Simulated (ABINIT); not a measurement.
Here is an ABINIT 10.8.3 (patched build) calculation.

File run.abi:

```
ndtset 7
getwfk -1
scalecart1 3*0.9795861087
scalecart2 3*0.9864848297
scalecart3 3*0.9932883884
scalecart4 3*1.0000000000
scalecart5 3*1.0066227096
scalecart6 3*1.0131594038
scalecart7 3*1.0196128224

pp_dirpath "./"
pseudos "P.GGA_PBE-JTH.xml, B.GGA_PBE-JTH.xml"

acell 6.0638487579 6.0638487579 6.0638487579
rprim
     0.0000000000     0.7071067812     0.7071067812
     0.7071067812     0.0000000000     0.7071067812
     0.7071067812     0.7071067812     0.0000000000
ntypat 2
znucl 15 5
natom 2
typat 1 2
xred
     0.7500000000     0.7500000000     0.7500000000
     0.0000000000     0.0000000000     0.0000000000

ecut 20.0
pawecutdg 40.0

kptopt 1
ngkpt 10 10 10
nshiftk 1
shiftk 0.0 0.0 0.0

ixc 11
vdw_xc 5

nband 8
occopt 3
tsmear 0.05 eV

nstep 100
tolvrs 1.0e-9

iomode 3
prtwf 1
prtden 0
prteig 0
prtebands 0
enunit 1
```

Potentials or basis: JTH PAW PBE v2.0.

The run is started by

```sh
$ abinit run.abi > log 2>&1
```

(1) What does it give for the equilibrium volume?

(2) What does it give for the bulk modulus?

(3) Estimate the pressure derivative of the bulk modulus.

## Answers

(1) 11.53 Å³/atom.

(2) 169 GPa.

(3) 3.9.

Caveat: pressures at fixed basis lie under the slope of the energies.

**Measured values to compare with.**

“Equation of state of single-crystal cubic boron phosphide”, 2014, arxiv:1407.1677 reports, for a bulk crystal of BP at 300 K: bulk modulus 179 ± 1 GPa.

Against the measured bulk modulus of BP, 179 GPa (300 K; “Equation of state of single-crystal cubic boron phosphide”, 2014, arxiv:1407.1677), the calculated 169 GPa is off by -5.6 %. 3 values of this kind are on record (173 to 179 GPa); this one was drawn at random among those near their median, those with a stated uncertainty first. The fit is for a static lattice scaled at fixed shape and fixed fractional positions.
